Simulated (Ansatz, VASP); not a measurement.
# Cs in VASP and in Ansatz

File INCAR:

```
PREC = Accurate
ENCUT = 520
EDIFF = 1E-7
ISMEAR = -1
SIGMA = 0.05
LREAL = False
LASPH = True
NELM = 80
ALGO = Normal
ISIF = 2
LWAVE = False
LCHARG = False
GGA = PS
NBANDS = 10
```

Contents of KPOINTS:

```
Automatic mesh
0
Gamma
  9 9 9
```

File POSCAR:

```
Cs
1.0
   -2.8631159090      2.8631159090      2.8631159090
    2.8631159090     -2.8631159090      2.8631159090
    2.8631159090      2.8631159090     -2.8631159090
Cs
1
Direct
    0.0000000000      0.0000000000      0.0000000000
```

Input for Ansatz:

```yaml
crystal:
  lattice:
    - [-2.863115909, 2.863115909, 2.863115909]
    - [2.863115909, -2.863115909, 2.863115909]
    - [2.863115909, 2.863115909, -2.863115909]
  atoms:
    - { symbol: Cs, position: [0.0, 0.0, 0.0] }
kpoints:
  mp_grid: { grid: [9, 9, 9] }
scf:
  occupations: { method: fermi_dirac, width: 0.05 }
hamiltonian:
  xc: pbesol
  pseudopotentials: { kind: all_electron, lapw: { basis_error: 0.001 } }
output:
  forces: true
  stress: true
  eigenvalues: true
  populations: true
```

Change from the starting cell: volume scaled by 0.85, LAPW.

Alike in both runs: task single point; functional PBEsol; k mesh 9 × 9 × 9; occupations fermi-dirac, width 0.05 eV; no spin polarisation.

```csv
,VASP,Ansatz
version,VASP 6.6.1,Ansatz 0.2.0
potentials or method,"VASP PAW PBE potentials, release 64 (Cs_sv)","all-electron LAPW, scalar-relativistic"
plane-wave cutoff (eV),520,see its input
```

```csv
,VASP,Ansatz,Ansatz less VASP
pressure (GPa),0.4,0.4,+0.01
```

Ansatz ran all-electron here, so the differences hold the error of VASP's frozen core and of both bases.

Caveats: the PAW data sets were made with another functional, which shifts forces and pressure a little (VASP). Spin-orbit coupling is left out, which matters for the levels of Cs.
